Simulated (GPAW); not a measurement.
# Ge (I4_1/amd) in GPAW: single point with LDA

Aim: the single point of Ge with LDA.

Everything below comes from runs of GPAW 26.7.0. Logs are shortened: lines on timing, memory, paths and dates and some standing lists are left out, and cuts for length are marked. The log counts tension as positive stress, the text compression.

**1. The crystal as given**

It takes space group I4_1/amd (No. 141, tetragonal). The conventional cell has a = 5.149 Å, b = 5.149 Å, c = 2.795 Å, α = 90.00°, β = 90.00°, γ = 90.00°. Around Ge (site symmetry -4m2) lie 6 Ge at 2.67 to 2.79 Å.

This isn't the form of Ge at room conditions, which is diamond.

**2. Single point, LDA**

run.py reads:

```python
from ase.dft.bandgap import bandgap
from ase.io import write
from ase.spacegroup import crystal
from ase.units import GPa
from gpaw import GPAW, PW

# Ge 4b
atoms = crystal(['Ge'],
                basis=[[0.0, 0.0, 0.5]],
                spacegroup=141, setting=1,  # I4_1/amd
                cellpar=[5.14897944, 5.14897944, 2.79482529, 90.0, 90.0, 90.0],
                primitive_cell=True)

calc = GPAW(mode=PW(450),
            xc='LDA',
            kpts={'size': (9, 9, 9), 'gamma': True},
            occupations={'name': 'fermi-dirac', 'width': 0.05},
            nbands=11,
            maxiter=120,
            txt='gpaw.txt')
atoms.calc = calc
energy = atoms.get_potential_energy()
forces = atoms.get_forces()
stress = atoms.get_stress()
calc.write('gs.gpw')
write('result.traj', atoms)
print(f'Energy: {energy:.6f} eV')
print('Forces (eV/A):')
print(forces.round(4))
print('Stress (GPa):', (stress / GPa).round(3))
print('Fermi level:', round(calc.get_fermi_level(), 4), 'eV')
print(f'Gap: {bandgap(calc)[0]:.4f} eV, direct: {bandgap(calc, direct=True)[0]:.4f} eV')
```

Potentials or basis: the program's PAW data sets (release 1.2.1) made for this functional, pw.

Started as:

```bash
> OMP_NUM_THREADS=1 python run.py
```

gpaw.txt:

```text
__  _  _
 | _ |_)|_||  |
 |__||  | ||/\| - 26.7.0

Input parameters:
  mode=PW(ecut=450.00000000000006),
  kpts=MonkhorstPack(size=(9, 9, 9), gamma=True),
  maxiter=120,
  nbands=11,
  occupations=Occupations(name='fermi-dirac', width=0.05),
  xc=XC(name='LDA')

Diagonalizing LCAO Hamiltonian
Converting LCAO to pw mode

       Ge    Ge

Atoms  # Å, Bohr magnetons
|   | symbol |        x |        y |        z |    initial magnetic moments |
|---|--------|----------|----------|----------|-----------------------------|
| 0 |     Ge | 0.000000 | 0.000000 | 1.397413 | ( 0.0000,  0.0000,  0.0000) |
| 1 |     Ge | 2.574490 | 0.000000 | 0.698706 | ( 0.0000,  0.0000,  0.0000) |

Unit cell  # Å
| periodic |         x |         y |         z |  lengths |     angles |
|----------|-----------|-----------|-----------|----------|------------|
|      yes | -2.574490 |  2.574490 |  1.397413 | 3.899841 |  97.376984 |
|      yes |  2.574490 | -2.574490 |  1.397413 | 3.899841 |  97.376984 |
|      yes |  2.574490 |  2.574490 | -1.397413 | 3.899841 | 138.005201 |

Number of symmetries: 8
Symmetry operations  # r_c * U_cc + t_c -> r_c
|   | kind |            matrix            |
|---|------|------------------------------|
| 0 |  σ   |  1, 1, 1,  0, 0,-1,  0,-1, 0 |
| 1 |  E   |  1, 0, 0,  0, 1, 0,  0, 0, 1 |
| 2 |  C2  |  0, 1, 0,  1, 0, 0, -1,-1,-1 |
| 3 |  S4  |  0, 0, 1, -1,-1,-1,  0, 1, 0 |
| 4 |  σ   |  0, 0,-1,  1, 1, 1, -1, 0, 0 |
| 5 |  C2  |  0,-1, 0, -1, 0, 0,  0, 0,-1 |
| 6 |  C2  | -1, 0, 0,  0,-1, 0,  1, 1, 1 |
| 7 |  S4  | -1,-1,-1,  0, 0, 1,  1, 0, 0 |

BZ-sampling:
  Number of BZ points: 729
  Number of IBZ points: 75

  Monkhorst-Pack size: [9, 9, 9]
  Monkhorst-Pack shift: [0, 0, 0]

K-points  # in reciprocal-cell coordinates
|     |                                coordinates |     weight |
|-----|--------------------------------------------|------------|
|   0 | (  0.00000000,   0.00000000,   0.00000000) | 0.00137174 |
|   1 | (  0.11111111,  -0.11111111,   0.00000000) | 0.00548697 |
|   2 | (  0.11111111,  -0.11111111,   0.11111111) | 0.00548697 |
|   3 | (  0.11111111,   0.00000000,   0.00000000) | 0.01097394 |
|   4 | (  0.11111111,   0.11111111,  -0.11111111) | 0.00274348 |
|   5 | (  0.22222222,  -0.22222222,   0.00000000) | 0.00548697 |
|   6 | (  0.22222222,  -0.22222222,   0.11111111) | 0.01097394 |
|   7 | (  0.22222222,  -0.22222222,   0.22222222) | 0.00548697 |
|   8 | (  0.22222222,  -0.11111111,   0.00000000) | 0.02194787 |
|   9 | (  0.22222222,  -0.11111111,   0.11111111) | 0.01097394 |
| ... |                                            |            |
|  74 | (  0.44444444,   0.44444444,   0.44444444) | 0.01097394 |

Plane wave coefficients: 812
Cutoff: 450.00000000000006 eV

Spin-components: 1 (collinear spins)
Bands:           11
Projectors:      10
Spin-degeneracy: 2
Datatype:        complex128

Parallelization:
  kpt:    1
  domain: 1
  band:   1

Density:
  Valence electrons: 8.0
  Components: 1
  Grid points: [20 20 20]
  Charge: 0.0  # |e|

Potential:
  Grid points: [20 20 20]

species:
  Ge:
    name:    Germanium
    Z:       32.0
    valence: 4
    core:    28
    charge:  0.0  # [|e|]
    compensation charges:
      type: gauss
      rc: 0.32  # [Å]
      lmax: 2
    cutoffs:
      filter: 1.77  # [Å]
      core: 3.42  # [Å]
    projectors
    | kind |    occ | energy [eV] | rcut [Å] |
    |------|--------|-------------|----------|
    |   4s |  2.000 |     -11.940 |    1.005 |
    |   4p |  2.000 |      -4.047 |    1.005 |
    |    s |        |      15.272 |    1.005 |
    |    p |        |      23.164 |    1.005 |
    |    d |        |       0.000 |    1.005 |

    Using partial waves for Ge as LCAO basis

Reference energy: -114035.635429  # eV

eigensolver:
  PPCG
  Converge bands: occupied
  niter=2

density mixing:
  MSR1-Mixer
  Pratt-step length: 0.05
  Maximum mixing coefficient: 0.75
  Old densities: 10
  SVD Regularization: 0.005
  Good broyden scale: 1.0
  Trust region scale: 1.0
  Backstep threshold: 4.0
  History deletion threshold: 6.0
  Fourier metric: weight=20.0, sigma=0.015

occupation numbers:
  Fermi-Dirac:
    width: 0.0500  # eV

poisson solver:
  ecut: 3600.0000000000005  # eV

xc functional:
  name: None

convergence criteria:
- Maximum [total energy] change in last 3 cyles: 0.0005 eV / valence electron
- Maximum integral of absolute [dens]ity change: 0.0001 electrons / valence electron
- Maximum integral of absolute [eigenst]ate change: 4e-08 eV^2 / valence electron
maximum number of iterations: 120

SCF iterations
|iter     | |      energy | eigst |  dens |
|---------|-|-------------|-------|-------|
|iter:   1| |  -10.041089 | -0.75 |       |
|iter:   2| |  -10.040021 | -3.08 | -1.18 |
|iter:   3| |  -10.025348 | -3.52 | -1.20 |
|iter:   4| |  -10.024197 | -4.29 | -1.74 |
|iter:   5| |  -10.024167c| -5.63 | -2.79 |
|iter:   6| |  -10.024167c| -7.12 | -3.84 |
|iter:   7| |  -10.024167c| -7.88c| -4.46c|

Converged in 7 steps
Energy contributions relative to reference atoms: (reference = -114035.635429)

Energy contributions:
  Kinetic:          18.982698
  Coulomb:         -16.764397
  Zero:             -0.003300
  External:          0.000000
  Xc:              -12.235814
  Entropy:          -0.006709
  Spinorbit:         0.000000
  ----------------------------
  Free energy:     -10.027522
  Extrapolated:    -10.024167

dipole moment: (-3.352640, -13.578569, 4.595239)  # |e|*Ang

Fermi level: 7.686
Eigenvalues  # (at kpt = [0.000, 0.000, 0.000])
| band index |      eig [eV] | occ [0-2] |
|------------|---------------|-----------|
|          0 |        -5.633 |     2.000 |
|          1 |         3.493 |     2.000 |
|          2 |         5.358 |     2.000 |
|          3 |         5.358 |     2.000 |
|          4 |        11.040 |     0.000 |
|          5 |        15.222 |     0.000 |
|          6 |        15.222 |     0.000 |
|          7 |        15.753 |     0.000 |
|          8 |        15.945 |     0.000 |
|          9 |        19.129 |     0.000 |
|         10 |        20.087 |     0.000 |

No gap
No difference between direct/indirect transitions

Forces  # eV/Ang
|        x |       y |        z |
|----------|---------|----------|
| -0.00000 | 0.00000 | -0.00000 |  # Ge   0
|  0.00000 | 0.00000 |  0.00000 |  # Ge   1

Stress tensor  # eV/Ang^3
|         x |         y |         z |
|-----------|-----------|-----------|
|  0.017790 |  0.000000 | -0.000000 |
|  0.000000 |  0.017790 | -0.000000 |
| -0.000000 | -0.000000 |  0.014044 |

# Writing to gs.gpw (mode='')
```

Wall time 9.6 s (1 thread of Arm Neoverse V1, shared host); peak memory 0.14 GiB.

What came out:

| Item | Value |
| --- | --- |
| Free energy | -10.0275 eV |
| Pressure | -2.7 GPa |
| Band gap on the k mesh | none (metal or under the smearing width) |

Stress tensor (GPa, compression positive):
```
-2.85  0.00  0.00
 0.00 -2.85  0.00
 0.00  0.00 -2.25
```

Levels at points of the mesh, in eV from the Fermi level:
| k point | band 2 | band 3 | band 4 | band 5 | band 6 | band 7 |
| --- | --- | --- | --- | --- | --- | --- |
| (0.00, 0.00, 0.00) | -4.19 | -2.33 | -2.33 | 3.35 | 7.54 | 7.54 |

Caveat: the cutoff is short for stress and forces, so pressures can be off by a GPa or more.
